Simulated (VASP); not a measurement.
# Nb (Im-3m) in VASP: further runs

Aim: see how the results for Nb move with the level of theory and the settings. Levels: PBE, PBEsol. Tasks: relaxation of cell and atoms.

Program: VASP 6.6.1. These are calculated values, not measurements. Logs are shortened: lines on timing, memory, paths and dates and some standing lists are left out, and cuts for length are marked.

### Step 1. The structure

Symmetry: Im-3m, No. 229, cubic system. The conventional cell has a = 3.320 Å, b = 3.320 Å, c = 3.320 Å, α = 90.00°, β = 90.00°, γ = 90.00°. Around Nb (site symmetry m-3m) lie 8 Nb at 2.88 Å.

### Step 2. Relaxation of cell and atoms, PBE

Contents of INCAR:

```
SYSTEM = Nb
ALGO = Normal
EDIFF = 1E-7
EDIFFG = -0.005
ENCUT = 300
GGA = PE
IBRION = 2
ISIF = 3
ISMEAR = 1
LASPH = .TRUE.
LCHARG = .FALSE.
LREAL = .FALSE.
LWAVE = .FALSE.
NELM = 80
NSW = 90
PREC = Accurate
SIGMA = 0.1
```

Contents of KPOINTS:

```
k-points
0
G
  8 8 8
  0 0 0
```

Contents of POSCAR:

```
Nb                                      
1.0
   -1.6600742912      1.6600742912      1.6600742912
    1.6600742912     -1.6600742912      1.6600742912
    1.6600742912      1.6600742912     -1.6600742912
  Nb            
     1
Direct
     0.0000000000000000    0.0000000000000000    0.0000000000000000
```

Potentials or basis: VASP PAW PBE potentials, release 64 (Nb_pv).

On the command line:

```console
$ cat potpaw_PBE.64/Nb_pv/POTCAR > POTCAR
$ mpirun -np 1 vasp_std > vasp.out
```

OUTCAR:

```text
SYSTEM = Nb
   EDIFF = 1E-7
   EDIFFG = -0.005
   ENCUT = 300
   GGA = PE
   IBRION = 2
   ISIF = 3
   ISMEAR = 1
   LASPH = .TRUE.
   LREAL = .FALSE.
   NELM = 80
   NSW = 90
   PREC = Accurate

 ion  position               nearest neighbor table
   1  0.000  0.000  0.000-

  LATTYP: Found a body centered cubic cell.
 ALAT       =     3.3201485824

  Lattice vectors:

 A1 = (  -1.6600742912,   1.6600742912,   1.6600742912)
 A2 = (   1.6600742912,  -1.6600742912,   1.6600742912)
 A3 = (   1.6600742912,   1.6600742912,  -1.6600742912)

Analysis of symmetry for initial positions (statically):
=====================================================================
 Subroutine PRICEL returns:
 Original cell was already a primitive cell.

 Routine SETGRP: Setting up the symmetry group for a
 body centered cubic supercell.

 Subroutine GETGRP returns: Found 48 space group operations
 (whereof 48 operations were pure point group operations)
 out of a pool of 48 trial point group operations.

The static configuration has the point symmetry O_h .

Analysis of symmetry for dynamics (positions and initial velocities):
=====================================================================
 Subroutine PRICEL returns:
 Original cell was already a primitive cell.

 Routine SETGRP: Setting up the symmetry group for a
 body centered cubic supercell.

 Subroutine GETGRP returns: Found 48 space group operations
 (whereof 48 operations were pure point group operations)
 out of a pool of 48 trial point group operations.

The dynamic configuration has the point symmetry O_h .

 Subroutine INISYM returns: Found 48 space group operations
 (whereof 48 operations are pure point group operations),
 and found     1 'primitive' translations

----------------------------------------------------------------------------------------

                                     Primitive cell

  volume of cell :      18.2996

  direct lattice vectors                    reciprocal lattice vectors
    -1.660074291  1.660074291  1.660074291     0.000000000  0.301191340  0.301191340
     1.660074291 -1.660074291  1.660074291     0.301191340  0.000000000  0.301191340
     1.660074291  1.660074291 -1.660074291     0.301191340  0.301191340  0.000000000

  length of vectors
[... 79 lines left out ...]
   NELM   =     80;   NELMIN=  2; NELMDL= -5     # of ELM steps
   EDIFF  = 0.1E-06   stopping-criterion for ELM
   LREAL  =      F    real-space projection
   EDIFFG = -.5E-02   stopping-criterion for IOM
   NSW    =     90    number of steps for IOM
   IBRION =      2    ionic relax: 0-MD 1-quasi-New 2-CG
   NFREE  =      1    steps in history (QN), initial steepest desc. (CG)
   ISIF   =      3    stress and relaxation
   ISYM   =      2    0-nonsym 1-usesym 2-fastsym
   POTIM  = 0.5000    time-step for ionic-motion
   TEBEG  =    0.0;   TEEND  =   0.0 temperature during run
   PSTRESS=    0.0 pullay stress
   NELECT =      11.0000    total number of electrons
   NUPDOWN=      -1.0000    fix difference up-down
   EMIN   =  10.00;   EMAX   =-10.00  energy-range for DOS
   EFERMI =   0.00;   METHOD = LEGACY
   ISMEAR =     1;   SIGMA  =   0.10  broadening in eV -4-tet -1-fermi 0-gaus
   EFERMI_NEDOS =   21; number of points for ismear=-14 and -15
   IALGO  =     38    algorithm
   IMIX   =      4    mixing-type and parameters
     AMIX     =   0.40;   BMIX     =  1.00
     AMIX_MAG =   1.60;   BMIX_MAG =  1.00
  volume/ion in A,a.u.               =      18.30       123.49
  Fermi-wavevector in a.u.,A,eV,Ry     =   1.381629  2.610901 25.972155  1.908900
  Thomas-Fermi vector in A             =   2.506396
   LORBIT       =      0    0 simple, 1 ext, 2 COOP (PROOUT), +10 PAW based schemes
   GGA     = PE    functional components
   LHFCALC =     F    Hartree Fock is set to
   AEXX    =    0.0000 exact exchange contribution
   IVDW    =     0    specifies the selected vdW correction
   LEPSILON=     F    determine dielectric tensor
   LRPA    =     F    only Hartree local field effects (RPA)
 conjugate gradient relaxation of ions
 non-spin polarized calculation
 Methfessel and Paxton  Order N= 1 SIGMA  =   0.10
  energy-cutoff  :      300.00
  volume of cell :       18.30
 maximum number of plane-waves:       236
   NGX =  7   NGY =  7   NGZ =  7

 number of electron      10.9999996 magnetization

 Free energy of the ion-electron system (eV)
  ---------------------------------------------------
  ext. energy  EPLUGINS =         0.00000000
  ---------------------------------------------------
  free energy    TOTEN  =       -10.11029340 eV

  energy without entropy =      -10.11037629  energy(sigma->0) =      -10.11032103

 E-fermi :   4.6959     XC(G=0): -12.3604

 val. band max:        4.6549543172   @ k =  -0.2500   0.2500   0.1250
 cond. band min:       4.7578844686   @ k =   0.2500   0.0000   0.0000
 fundamental gap:      0.1029301514
 Fermi energy:         4.6959083766

 k-point     1 :       0.0000    0.0000    0.0000
  band No.  band energies     occupation
      1     -24.9381      2.00000
      2     -24.9381      2.00000
      3     -24.9381      2.00000
      4      -1.0541      2.00000
      5       5.1891     -0.00000
      6       5.1891     -0.00000
      7       5.1891     -0.00000
      8       8.0404      0.00000
      9       8.0404      0.00000
[... 265 lines left out ...]
 k-point    24 :      -0.3750    0.3750    0.2500
  band No.  band energies     occupation
      1     -25.8925      2.00000
      2     -25.5243      2.00000
      3     -25.4106      2.00000
      4       2.5146      2.00000
      5       3.0270      2.00000
      6       5.8109     -0.00000
      7       6.5623     -0.00000
      8       9.2460      0.00000
      9      10.6004      0.00000

 [... further k-points ...]
[... 5 lines left out ...]
  --------------------------------------------------------------------------------------
  -------------------------------------------------------------------------------------
  Total       -0.0022451     -0.0022451     -0.0022451      0.0000000      0.0000000     -0.0000000
  in kB       -0.1965649     -0.1965649     -0.1965649      0.0000000      0.0000000     -0.0000000
  external PRESSURE =      -0.1965649 kB  Pullay stress =       0.0000000 kB

 VOLUME and BASIS-vectors are now :
 -----------------------------------------------------------------------------
  energy-cutoff  :      300.00
  volume of cell :       18.30
      direct lattice vectors                 reciprocal lattice vectors
    -1.660074291  1.660074291  1.660074291     0.000000000  0.301191340  0.301191340
     1.660074291 -1.660074291  1.660074291     0.301191340  0.000000000  0.301191340
     1.660074291  1.660074291 -1.660074291     0.301191340  0.301191340  0.000000000

 POSITION                                       TOTAL-FORCE (eV/Angst)
 -----------------------------------------------------------------------------------
      0.00000      0.00000      0.00000        -0.000000     -0.000000     -0.000000
 -----------------------------------------------------------------------------------
    total drift:                                0.000000      0.000000      0.000000

  FREE ENERGIE OF THE ION-ELECTRON SYSTEM (eV)
  ---------------------------------------------------
  free  energy   TOTEN  =       -10.1102934006 eV

  energy  without entropy=      -10.1103762938  energy(sigma->0) =      -10.11032103

 reached required accuracy - stopping structural energy minimisation
```

Run time: 2 s. Hardware: 1 thread of AMD EPYC 9R45 (Zen 5), shared host; peak memory 0.08 GiB.

What came out:

```yaml
Free_energy: -10.1103 eV
Pressure_after_relaxing: 0.0 GPa
Band_gap_on_the_k_mesh: none (metal or under the smearing width)
```

Final structure:
```
Nb
1.0
    -1.66007    1.66007    1.66007
     1.66007   -1.66007    1.66007
     1.66007    1.66007   -1.66007
Nb
1
Direct
  0.00000 0.00000 0.00000
```

Levels at points of the mesh, in eV from the Fermi level:
| k point | band 1 | band 2 | band 3 | band 4 | band 5 | band 6 | band 7 | band 8 | band 9 |
| --- | --- | --- | --- | --- | --- | --- | --- | --- | --- |
| (0.00, 0.00, 0.00) | -29.63 | -29.63 | -29.63 | -5.75 | 0.49 | 0.49 | 0.49 | 3.34 | 3.34 |
| (0.50, 0.00, 0.00) | -30.92 | -30.04 | -29.65 | -3.51 | -1.48 | 2.39 | 3.37 | 4.03 | 6.35 |
| (0.50, 0.50, 0.50) | -30.51 | -30.51 | -30.51 | -3.49 | -3.49 | 5.60 | 5.60 | 5.60 | 9.37 |

Caveat: the relaxation stopped at its first step, so nothing moved.

### Step 3. Relaxation of cell and atoms, PBEsol

This run uses another cell than the first one, of 18.43 Å³/atom, 1.007 times its volume.

Contents of INCAR:

```
SYSTEM = Nb
ALGO     = Normal         ! electronic algorithm
EDIFF    = 1E-6           ! SCF threshold, eV
EDIFFG   = -0.01          ! ionic threshold
ENCUT    = 600            ! plane-wave cutoff, eV
GGA      = PS             ! functional
IBRION   = 2              ! ionic algorithm
ISIF     = 3              ! what is computed and relaxed
ISMEAR   = 1              ! smearing method
KPAR     = 2            
LASPH    = .TRUE.         ! aspherical terms in the spheres
LCHARG   = .FALSE.        ! write CHGCAR
LREAL    = .FALSE.        ! projectors in reciprocal space
LWAVE    = .FALSE.        ! write WAVECAR
NELM     = 80             ! most SCF steps
NSW      = 90             ! ionic steps
PREC     = Accurate       ! precision mode
SIGMA    = 0.1            ! smearing width, eV
```

Contents of KPOINTS:

```
k-points
0
G
  16 16 16
  0 0 0
```

Contents of POSCAR:

```
Nb
1.0
   -1.6639500000      1.6639500000      1.6639500000
    1.6639500000     -1.6639500000      1.6639500000
    1.6639500000      1.6639500000     -1.6639500000
Nb
1
Direct
    0.0000000000      0.0000000000      0.0000000000
```

Potentials or basis: VASP PAW PBE potentials, release 64 (Nb_sv).

On the command line:

```console
$ cat potpaw_PBE.64/Nb_sv/POTCAR > POTCAR
$ mpirun -np 2 vasp_std > vasp.out
```

Wall time 26 s (2 MPI ranks of Intel Xeon Platinum 8559C (Emerald Rapids), shared host); peak memory 0.16 GiB.

The run converged. Its results:

```
Free energy                            : -10.9556 eV
Relaxed volume                         : 17.46 Å³/atom
Relaxed cell                           : a = 2.831 Å, b = 2.831 Å, c = 2.831 Å, α = 109.47°, β = 109.47°, γ = 109.47°
Space group after relaxing (to 0.05 Å) : Im-3m (No. 229)
Energy gained by relaxing              : 28.3 meV/atom
Ionic steps                            : 4
Pressure after relaxing                : -0.1 GPa
Band gap on the k mesh                 : none (metal or under the smearing width)
```

The path:
```
step  energy change (eV)  largest force (eV/Å)  pressure (GPa)  volume (Å³)
   1              0.0000                0.0000           -8.94        18.43
   2              0.0778                0.0000           22.45        15.82
   3             -0.0283                0.0000           -0.38        17.49
   4             -0.0283                0.0000           -0.06        17.46
```

Final structure:
```
Nb
1.0
    -1.63433    1.63433    1.63433
     1.63433   -1.63433    1.63433
     1.63433    1.63433   -1.63433
Nb
1
Direct
  0.00000 0.00000 0.00000
```

Levels at points of the mesh, in eV from the Fermi level:
| k point | band 4 | band 5 | band 6 | band 7 | band 8 | band 9 |
| --- | --- | --- | --- | --- | --- | --- |
| (0.00, 0.00, 0.00) | -29.48 | -6.03 | 0.36 | 0.36 | 0.36 | 3.37 |
| (0.50, 0.00, 0.00) | -29.49 | -3.87 | -1.76 | 2.44 | 3.42 | 4.14 |
| (0.50, 0.50, 0.50) | -30.50 | -3.92 | -3.92 | 5.86 | 5.86 | 5.86 |

Caveat: the PAW data sets were made with another functional, which shifts forces and pressure a little.

### Step 4. Relaxation of cell and atoms, PBEsol

This run uses another cell than the first one, of 17.46 Å³/atom, 0.954 times its volume.

Changes to INCAR since step 3:

```diff
@@ -2,4 +2,4 @@
 ALGO     = Normal         ! electronic algorithm
-EDIFF    = 1E-6           ! SCF threshold, eV
-EDIFFG   = -0.01          ! ionic threshold
+EDIFF    = 1E-7           ! SCF threshold, eV
+EDIFFG   = -0.005         ! ionic threshold
 ENCUT    = 600            ! plane-wave cutoff, eV
```

KPOINTS is that of step 3.

Contents of POSCAR:

```
Nb                                      
1.0
   -1.6343279687      1.6343279687      1.6343279687
    1.6343279687     -1.6343279687      1.6343279687
    1.6343279687      1.6343279687     -1.6343279687
  Nb            
     1
Direct
     1.0000000000000000    1.0000000000000000    1.0000000000000000
```

On the command line:

```console
$ cat potpaw_PBE.64/Nb_sv/POTCAR > POTCAR
$ mpirun -np 2 vasp_std > vasp.out
```

Wall time 19 s (2 MPI ranks of Intel Xeon Platinum 8559C (Emerald Rapids), shared host); peak memory 0.16 GiB.

Results (log left out):

- Free energy: -10.9551 eV
- Relaxed volume: 17.46 Å³/atom
- Relaxed cell: a = 2.830 Å, b = 2.830 Å, c = 2.830 Å, α = 109.47°, β = 109.47°, γ = 109.47°
- Space group after relaxing (to 0.05 Å): Im-3m (No. 229)
- Energy gained by relaxing: 0.0 meV/atom
- Ionic steps: 3
- Pressure after relaxing: 0.0 GPa
- Band gap on the k mesh: none (metal or under the smearing width)

Final structure:
```
Nb
1.0
    -1.63416    1.63416    1.63416
     1.63416   -1.63416    1.63416
     1.63416    1.63416   -1.63416
Nb
1
Direct
  0.00000 0.00000 0.00000
```

Levels at points of the mesh, in eV from the Fermi level:
```tsv
k point	band 2	band 3	band 4	band 5	band 6	band 7	band 8	band 9	band 10
(0.00, 0.00, 0.00)	-29.47	-29.47	-29.47	-6.03	0.36	0.36	0.36	3.37	3.37
(0.50, 0.00, 0.00)	-30.98	-29.95	-29.49	-3.87	-1.76	2.44	3.43	4.14	6.68
(0.50, 0.50, 0.50)	-30.50	-30.50	-30.50	-3.92	-3.92	5.86	5.86	5.86	9.32
```

Caveat: the PAW data sets were made with another functional, which shifts forces and pressure a little.
